**Question**

I have compressed and stretched lithium, sodium and caesium in the simple cubic structure, without spin polarisation, and I'm confused by what I see.

Simple cubic Na, Cs and Li in Ansatz 0.2.0: RPBE, plane-wave PAW (420 eV cutoff), scalar-relativistic, no spin polarisation, Fermi-Dirac smearing of 0.1 eV, k meshes 10×10×10, 7×7×7 and 13×13×13. Volumes at scale 1 are 42.47, 142.97 and 21.32 Å³/atom. Energies are extrapolated to zero smearing and count from scale 1; pressures are at 0.1 eV smearing, positive in compression.

| volume scale | energy change, Na (meV/atom) | pressure, Na (GPa) | energy change, Cs (meV/atom) | pressure, Cs (GPa) | energy change, Li (meV/atom) | pressure, Li (GPa) |
| --- | --- | --- | --- | --- | --- | --- |
| 0.88 | 12.0 | 0.88 | 11.9 | 0.22 | 12.8 | 1.83 |
| 0.92 | 4.8 | 0.53 | 5.2 | 0.13 | 5.2 | 1.11 |
| 0.96 | 1.0 | 0.24 | 1.4 | 0.07 | 1.1 | 0.50 |
| 1 | 0.0 | -0.01 | 0.0 | 0.01 | 0.0 | 0.00 |
| 1.04 | 1.4 | -0.21 | 0.5 | -0.04 | 1.4 | -0.43 |
| 1.08 | 4.6 | -0.37 | 2.5 | -0.07 | 4.8 | -0.79 |
| 1.12 | 9.5 | -0.51 | 5.9 | -0.11 | 10.1 | -1.10 |

1. At volume scale 0.88 the three energies are almost equal. Are the metals equally stiff?
2. Why do atoms of such different size have such similar energies?
3. Why does 12 % compression cost more than 12 % expansion?
4. Can I get the energy back by integrating the pressure?
5. Why is caesium so lopsided?
6. Which digits can I trust, and would dispersion forces change the picture?

**Answer**

### 1. Equal energy isn't equal stiffness

Start with a very small change of volume. If $x$ is the fractional compression, $V$ the volume per atom and $B$ the bulk modulus, then near zero pressure

$$P\approx Bx,\qquad \Delta E\approx \tfrac12\,BV x^2 .$$

The pressure therefore measures $B$, while the energy per atom measures the product $BV$. A large atom can be soft and still store as much energy as a small stiff one, because a gentle pressure acts through a large change of volume.

The pressures at scales 0.96 and 1.04 give $B$ = 11.7 GPa for lithium, 5.5 GPa for sodium and 1.3 GPa for caesium. Lithium is about nine times as stiff as caesium. Its atom takes up about one seventh of the volume, so most of the difference disappears from $BV$.

### 2. The valence electron sets the scale, the ion core sets the size

Each atom gives one electron to the metal. Treat these electrons as a uniform gas, and let $r$ be the radius of a sphere with the volume of one atom. The energy per atom is then roughly

$$E(r)=\frac{A}{r^2}-\frac{C}{r}+\frac{D}{r^3}.$$

The first term is the kinetic energy of the confined electrons. The second is the net electrostatic attraction, after the repulsion between the electrons has been counted, together with exchange. The third arises because the valence electron is kept out of the ion core: the share of its charge that would sit in a core of fixed size falls as $1/r^3$.

Without the core term, every metal with one valence electron would settle at the same radius, $r=2A/C$, or about 0.9 Å. Sodium has 2.16 Å here. The core thus decides how large the atom is, while $A$ and $C$ are the same for all three metals.

Because $V$ is proportional to $r^3$, at zero pressure $BV=r^2E''/9$, where $E''$ is the second derivative of $E$ with respect to $r$. The condition $E'=0$ gives $3D/r^3=C/r-2A/r^2$. Putting this in removes the unknown core strength:

$$BV=\frac29\left(\frac{C}{r}-\frac{A}{r^2}\right).$$

Electron-gas theory gives $A\approx8.4$ eV Å² and $C\approx19.3$ eV Å. For sodium the bracket is 8.9 − 1.8 = 7.1 eV, and two ninths of that is 1.58 eV. The calculated pressures give 1.47 eV, so a very simple picture comes within 8 % of them.

For large atoms the formula tends to $BV\propto1/r$, a slow decline. The kinetic term takes most away from the small atoms and flattens the decline further. Dividing by $V$ brings in another factor of $1/r^3$, which is why the bulk modulus itself drops so fast. A larger core thus makes a much softer metal, but lowers the energy for the same fractional change far less.

| metal | $BV$ from the pressures (eV/atom) | electron-gas estimate (eV/atom) |
|---|---:|---:|
| Li | 1.56 | 1.86 |
| Na | 1.47 | 1.58 |
| Cs | 1.15 | 1.14 |

The estimate has the right order but is 19 % too high for lithium. It treats the valence electrons as evenly spread and the core as a single simple term, and either could be at fault. Electron correlation is left out too, but as an extra attraction it would raise the estimate, so it can't explain the excess. For the same reason, the close match for caesium is partly luck.

The printed energies at scale 0.88 lie even closer together than the products $BV$. That is partly a coincidence: the caesium value is raised by its starting pressure and by the smearing correction, as answer 5 explains.

### 3. Repulsion grows faster than attraction

Consider the two extremes. Pull the atoms far apart, and the energy levels off at that of free atoms. Push them together, and it climbs without such a ceiling. The curve must therefore be steeper on the compressed side once the change is large enough.

The formula shows the same thing. On compression the repulsive terms, $1/r^2$ and $1/r^3$, grow faster than the attractive $1/r$. Each further step of compression needs a larger rise in pressure than the one before. This holds for all three metals, though the rounding of the table partly hides it in caesium.

At 4 % the table shows the reverse for lithium and sodium: compression costs 1.1 and 1.0 meV, expansion 1.4 meV in both. For so small a change the asymmetry is tiny, and the correction to zero smearing, explained in the next answer, outweighs it. In the free energy, compression still costs slightly more.

### 4. Yes, but you get the free energy

The electrons were given a smearing of 0.1 eV, which acts like an electronic temperature. The pressure is the slope of the free energy, which contains an entropy term $-TS$. The printed energy is extrapolated to zero smearing and lies about $TS/2$ above the free energy.

Integrating the four pressures from scale 0.88 to 1 gives 13.3 meV for lithium, where the table has 12.8 meV. For caesium it gives 11.1 meV against 11.9 meV. Half the change in $TS$ accounts for both gaps: on compression it is −0.5 meV in lithium and +0.8 meV in caesium.

The entropy term grows with the number of electronic states near the Fermi level. Compression normally widens the band and thins out these states, as the falling $TS$ of lithium and sodium suggests. In caesium $TS$ rises instead. Empty d states moving towards the Fermi level could be the reason, but this would need a look at the character of the bands and a run with a finer k mesh.

With half the smearing, the gap between the two energies should shrink to about a quarter, because $TS$ grows as the square of a small electronic temperature. A sharper Fermi edge also needs a finer k mesh, so the two settings should be changed together.

### 5. Caesium starts slightly off balance

At 12 %, compression costs caesium twice as much as expansion. For lithium and sodium the ratio is only about 1.3. It is tempting to look for something special in the caesium atom, but look first at the pressure at scale 1. It is +0.01 GPa, so the starting cell is already slightly compressed.

That pressure looks negligible, yet it acts on a very large atom. Over 12 % of the volume it does 1.1 meV of work. This adds to the cost of compression and reduces the cost of expansion, so it counts twice in the comparison. The entropy correction of the previous answer pushes caesium the same way and the other two metals the opposite way.

Both effects can be taken out by integrating the pressures after subtracting the value at scale 1. The ratio of compression to expansion is then 1.41 for lithium, 1.46 for sodium and 1.45 for caesium. The striking lopsidedness thus comes mainly from where the curve was started and how the smearing was corrected.

### 6. Trust the pattern more than the last digit

The printed caesium pressures have few significant digits. Used as they stand, they give a bulk modulus of 1.38 GPa; with more digits from the same calculation it is 1.28 GPa. For lithium the same rounding hardly matters. Likewise, the 0.1 meV between sodium and caesium at scale 0.88 shouldn't be used to rank them.

More digits don't remove the limits of the method. The PAW datasets were made for PBE, not for RPBE, and the effect of this mismatch wasn't tested. Nor do these runs vary the k mesh or the cutoff, so they can't show how well the tenths of a meV are converged. RPBE lacks long-range dispersion and tends to make lattices too large and too soft. Dispersion should matter most for caesium, whose core is the easiest to polarise. The extra attraction would be expected to shrink the cell and stiffen it, but these runs don't test by how much.

The values also belong to simple cubic crystals, a form these metals don't take under ordinary conditions. The symmetry was held fixed, so the runs can't show whether such a crystal would be stable. For comparing such curves, a safe order of work is to find the volume of zero pressure first, measure every change in free energy from there, and then compare $B$ if you care about pressure or $BV$ if you care about energy per atom.
